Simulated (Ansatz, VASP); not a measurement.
# One calculation of Ag, two programs

```
Ag
1.0
     0.00000    2.00139    2.00139
     2.00139    0.00000    2.00139
     2.00139    2.00139    0.00000
Ag
1
Direct
  0.00000 0.00000 0.00000
```

Change from the starting cell: volume scaled by 0.94.

Alike in both runs: task single point; functional PBE; k mesh 15 × 15 × 15; occupations fermi-dirac, width 0.05 eV; no spin polarisation.

|  | VASP | Ansatz |
| --- | --- | --- |
| version | VASP 6.6.1 | Ansatz 0.2.0 |
| potentials or method | VASP PAW PBE potentials, release 64 (Ag), cutoff 520 eV | all-electron LAPW, scalar-relativistic |

Ansatz gave:

```
pressure (GPa) : 13.1
```

Task: Which values does VASP return?

Result: Pressure (GPa): 12.9.

Ansatz ran all-electron here, so the differences hold the error of VASP's frozen core and of both bases.
